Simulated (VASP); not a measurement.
Input of a VASP 6.6.1 run:

The input INCAR:

```
SYSTEM = TaAs
ALGO = Normal
EDIFF = 1E-7
EDIFFG = -0.002
ENCUT = 520
GGA = PE
IBRION = 2
ISIF = 3
ISMEAR = 0
LASPH = .True.
LCHARG = .False.
LREAL = .False.
LWAVE = .False.
NELM = 60
NSW = 80
PREC = Accurate
SIGMA = 1.0
```

File KPOINTS:

```
k-points
0
Gamma
  18 18 18
  0 0 0
```

POSCAR

```
TaAs                                    
1.0
   -1.7363390341      1.7363390341      5.8972080846
    1.7363390341     -1.7363390341      5.8972080846
    1.7363390341      1.7363390341     -5.8972080846
  Ta              As            
     2     2
Direct
     0.5000463706753588    0.0000463706753589    0.5000000000000000
     0.7500463706753588    0.7500463706753588    0.0000000000000000
     0.0825530493246423    0.5825530493246422    0.5000000000000000
     0.3325530493246424    0.3325530493246424    0.0000000000000000
```

Potentials or basis: VASP PAW PBE potentials, release 64 (Ta_pv, As).

Launch:

```bash
$ cat potpaw_PBE.64/Ta_pv/POTCAR potpaw_PBE.64/As/POTCAR > POTCAR
$ mpirun -np 1 vasp_std > vasp.out
```

(1) Estimate the band gap on the k mesh.

## Answers

(1) none (metal or under the smearing width).

Caveat: the relaxation stopped at its first step, so nothing moved.
